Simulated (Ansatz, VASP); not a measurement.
# Si in VASP and in Ansatz

File INCAR:

```
SYSTEM = Si
PREC     = Accurate       ! precision mode
ENCUT    = 520            ! plane-wave cutoff, eV
EDIFF    = 1E-6           ! SCF threshold, eV
ISMEAR   = -1             ! smearing method
SIGMA    = 0.05           ! smearing width, eV
LREAL    = .FALSE.        ! projectors in reciprocal space
LASPH    = .TRUE.         ! aspherical terms in the spheres
NELM     = 100            ! most SCF steps
ALGO     = Normal         ! electronic algorithm
ISIF     = 2              ! what is computed and relaxed
LWAVE    = .FALSE.        ! write WAVECAR
LCHARG   = .FALSE.        ! write CHGCAR
NBANDS   = 11             ! bands
```

Contents of KPOINTS:

```
regular mesh
0
G
  8 8 8
  0 0 0
```

File POSCAR:

```
Si
1.0
    0.0000000000      2.6850649043      2.6850649043
    2.6850649043      0.0000000000      2.6850649043
    2.6850649043      2.6850649043      0.0000000000
Si
2
Direct
    0.5000000000      0.5000000000      0.5000000000
    0.7500000000      0.7500000000      0.7500000000
```

The input input.yaml:

```yaml
crystal:
  lattice:
    - [0.0, 2.6850649043, 2.6850649043]
    - [2.6850649043, 0.0, 2.6850649043]
    - [2.6850649043, 2.6850649043, 0.0]
  atoms:
    - { symbol: Si, position: [0.5, 0.5, 0.5] }
    - { symbol: Si, position: [0.75, 0.75, 0.75] }
hamiltonian:
  xc: lda
  pseudopotentials: { kind: paw, xc_functional: lda, accuracy: standard }
kpoints:
  mp_grid: { grid: [8, 8, 8] }
scf:
  occupations: { method: fermi_dirac, width: 0.05 }
output:
  forces: true
  stress: true
  eigenvalues: true
```

Alike in both runs: task single point; functional LDA; k mesh 8 × 8 × 8; occupations fermi-dirac, width 0.05 eV; no spin polarisation.

```csv
,VASP,Ansatz
version,VASP 6.6.1,Ansatz 0.2.0
potentials or method,"VASP PAW LDA potentials, release 64 (Si)",JTH PAW LDA
plane-wave cutoff (eV),520,390
valence electrons in the cell,8,8
```

Ansatz gave:

- gap on the k mesh at the Fermi level (eV): 0.47
- least direct gap on the mesh (eV): 2.55
- pressure (GPa): 1.8

Task: What did VASP give for the same quantities?

Result: gap on the k mesh at the Fermi level (eV): 0.46; least direct gap on the mesh (eV): 2.54; pressure (GPa): 1.8.
